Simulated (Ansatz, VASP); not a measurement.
## Mn in VASP and in Ansatz

```
Mn
1.0
     2.45165    0.00000    0.00000
    -1.22583    2.12320    0.00000
     0.00000    0.00000    3.96485
Mn
2
Direct
  0.00000 0.00000 0.00000
  0.33333 0.66667 0.50000
```

The cell was built by a generator and needn't be a form met in nature.

Alike in both runs: functional PBEsol; k mesh 21 × 21 × 10; occupations gaussian, width 0.1 eV; no spin polarisation.

Ansatz relaxed the structure, and its values are those at the end. VASP's run is a single point on that final structure, the one shown.

|  | VASP | Ansatz |
| --- | --- | --- |
| version | VASP 6.6.1 | Ansatz 0.2.0 |
| potentials or method | VASP PAW PBE potentials, release 64 (Mn_pv) | scalar-relativistic, plane waves, PAW |
| plane-wave cutoff (eV) | 520 | 420 |
| valence electrons in the cell | 26 | 30 |

```tsv
	VASP	Ansatz	Ansatz less VASP
gap on the k mesh at the Fermi level (eV)	none	none	-
pressure (GPa)	-0.1	0.0	+0.07
```

A gap of «none» marks a metal or a gap that the smearing closes. The two sets of potentials don't hold the same shells in valence.

Caveats: the PAW data sets were made with another functional, which shifts forces and pressure a little (VASP); the run has no spin polarisation, though such a crystal can be magnetic. Spin polarisation is off, so any magnetic state and its effect on volume and gap are missing.
